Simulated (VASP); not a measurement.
Te2Pt, 3 atoms in the cell. Symmetry: P-3m1, No. 164, trigonal system. Conventional cell: a = 4.038 Å, b = 4.038 Å, c = 5.311 Å, α = 90.00°, β = 90.00°, γ = 120.00°. Pt (site symmetry -3m) has 6 Te at 2.70 Å as nearest neighbours. Te (site symmetry 3m) has 3 Pt at 2.70 Å as nearest neighbours. The cell was built by a generator and needn't be a form met in nature.

```yaml
Program: VASP 6.6.1
Task: single point
Functional: PBEsol
Potentials_or_basis: VASP PAW PBE potentials, release 64 (Pt, Te)
Cutoff: 520 eV
k_mesh: 6 × 6 × 4
Occupations: fermi-dirac, width 0.02 eV
Spin: no spin polarisation
Dipole_correction: no
Further_INCAR_settings: ALGO = Normal; EDIFF = 1e-06; NBANDS = 18
```

Potentials or basis: VASP PAW PBE potentials, release 64 (Pt, Te).

Run with:

```bash
$ cat potpaw_PBE.64/Pt/POTCAR potpaw_PBE.64/Te/POTCAR > POTCAR
$ mpirun -np 1 vasp_std > vasp.out
```

Hardware: 1 thread of Intel(R) Xeon(R) Platinum 8488C (Sapphire Rapids), on a shared host.

Question: Estimate the wall time of this run.

Answer: Run time: 25 s on 1 thread of Intel(R) Xeon(R) Platinum 8488C (Sapphire Rapids), with other jobs on the host, peak memory 0.19 GiB. Counts: scf iterations 12, k points 24.
